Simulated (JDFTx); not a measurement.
ZrS2:

```
CELL_PARAMETERS angstrom
3.69138 0.00000 0.00000
-1.84569 3.19683 0.00000
0.00000 0.00000 6.04108
ATOMIC_POSITIONS crystal
Zr 0.00000 0.00000 0.00000
S 0.33333 0.66667 0.23791
S 0.66667 0.33333 0.76209
```

The cell is a database's computed one.

- Program: JDFTx 1.7.0 (patched build)
- Task: single point
- Functional: PBE
- Potentials or basis: PseudoDojo-SR-PBE-0.5-standard
- Cutoff: 898 eV
- Density cutoff: 7184 eV
- k mesh: 8 × 8 × 5
- Occupations: fermi-dirac, width 0.05 eV
- Spin: no spin polarisation

On this cell: pressure 0.5 GPa; largest force 0.054 eV/Å; band gap on the k mesh 1.05 eV, indirect (least direct gap 1.63 eV).

The same run follows on a disturbed copy (atoms moved at random, drawn with an rms of 0.05 Å):

```
Zr S
1.0
     3.69138    0.00000    0.00000
    -1.84569    3.19683    0.00000
     0.00000    0.00000    6.04108
Zr S
1 2
Cartesian
  0.0059 0.0047 0.0039
  -0.0257 2.1361 1.4717
  1.8419 1.1081 4.5613
```

What changes?

The energy moves by +5.5 meV/atom; pressure -1.4 GPa; largest force 0.436 eV/Å; band gap on the k mesh 0.94 eV, indirect (least direct gap 1.60 eV).

Forces on the atoms (eV/Å):
```
Zr  -0.045  0.047 -0.103
S    0.095  0.095 -0.305
S   -0.050 -0.143  0.409
```

Stress tensor (GPa, compression positive):
```
-1.59 -0.15  0.47
-0.15 -1.17  0.77
 0.47  0.77 -1.30
```

Caveats: an odd mesh through Γ misses points on the zone boundary, where band edges often lie; the empty levels aren't tightly converged (some runs); this functional lacks dispersion, which binds the layers, so the pressure and a relaxed spacing across them are unreliable (some runs).
